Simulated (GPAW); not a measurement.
## MnO in GPAW: the effect of volume scale

The system is MnO.

```
CELL_PARAMETERS angstrom
0.00000 2.17851 2.17851
2.17851 0.00000 2.17851
2.17851 2.17851 0.00000
ATOMIC_POSITIONS crystal
Mn 0.00000 0.00000 0.00000
O 0.50000 0.50000 0.50000
```

The cell is a database's computed one.

Alike in all runs:

| Property | Result |
| --- | --- |
| Program | GPAW 26.7.0 |
| Task | magnons |
| Functional | LDA |
| Potentials or basis | the program's PAW data sets (release 1.2.1) made for this functional |
| Cutoff | 550 eV |
| Basis | pw |
| k mesh | 8 × 8 × 8 |
| Occupations | fermi-dirac, width 0.05 eV |
| Spin | collinear spin, ferromagnetic start |
| Starting moments | [5.0, 0.0] μB |

```tsv
volume scale	moment (μB)
0.94	?
0.96	4.45
0.98	4.57
1	4.61
1.02	4.63
1.04	4.67
1.06	4.73
```

Q: What does the run with volume scale 0.94 give?

A: Moment 4.30 μB.

Worked out: A parabola through the other rows of the moment, of slope 4.33 μB per unit of volume scale there, extrapolates to 4.39 μB, against the run's 4.30.

Caveats: the number of bands moves the energies at small q by some ten meV; the exchange constants hang on this mesh and on the site radius; magnon energies are noisy on this mesh; a cell with one magnetic atom can't hold antiferromagnetic order, which such compounds often take.

Runs at the PBE level aren't shown here.
